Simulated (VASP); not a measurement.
Input of a VASP 6.6.1 run:

Contents of POSCAR:

```
Be
1.0
    2.2853000000      0.0000000000      0.0000000000
   -1.1426500000      1.9791278553      0.0000000000
    0.0000000000      0.0000000000      3.5842000000
Be
2
Cartesian
    1.1426500001      0.6597092850      2.6881500000
   -0.0000000001      1.3194185703      0.8960500000
```

The input INCAR.step1:

```
ALGO = Normal
EDIFF = 1E-8
EDIFFG = -0.002
ENCUT = 600
GGA = BF
IBRION = 2
ISIF = 3
ISMEAR = 1
LASPH = True
LCHARG = False
LREAL = False
LUSE_VDW = True
LWAVE = False
NELM = 80
NSW = 40
PREC = Accurate
SIGMA = 0.1
ZAB_VDW = -1.8867
```

Contents of INCAR.step2:

```
ALGO = Normal
EDIFF = 1E-8
ENCUT = 600
GGA = BF
IBRION = 6
ISIF = 2
ISMEAR = 1
LASPH = True
LCHARG = False
LREAL = False
LUSE_VDW = True
LWAVE = False
NELM = 80
NFREE = 2
NSW = 1
POTIM = 0.015
PREC = Accurate
SIGMA = 0.1
ZAB_VDW = -1.8867
```

Contents of KPOINTS:

```
k-points
0
Monkhorst-Pack
  10 10 6
```

Potentials or basis: VASP PAW PBE potentials, release 64 (Be).

Launch:

```console
$ cat potpaw_PBE.64/Be/POTCAR > POTCAR
$ cp INCAR.step1 INCAR
$ mpirun -np 1 vasp_std > vasp.out
$ cp CONTCAR POSCAR
$ cp INCAR.step2 INCAR
$ mpirun -np 1 vasp_std > vasp.out
```

Problem. Predict the highest phonon frequency at Γ.

Solution. 700 cm⁻¹.

Problem. Predict the relaxed volume.

Solution. 7.95 Å³/atom.

Final structure:
```yaml
crystal:
  lattice:
    - [2.26794, 0.00000, 0.00000]
    - [-1.13397, 1.96410, 0.00000]
    - [0.00000, 0.00000, 3.56957]
  atoms:
    - { symbol: Be, position: [0.66667, 0.33333, 0.75000] }
    - { symbol: Be, position: [0.33333, 0.66667, 0.25000] }
```

Caveat: the PAW data sets were made with another functional, which shifts forces and pressure a little.
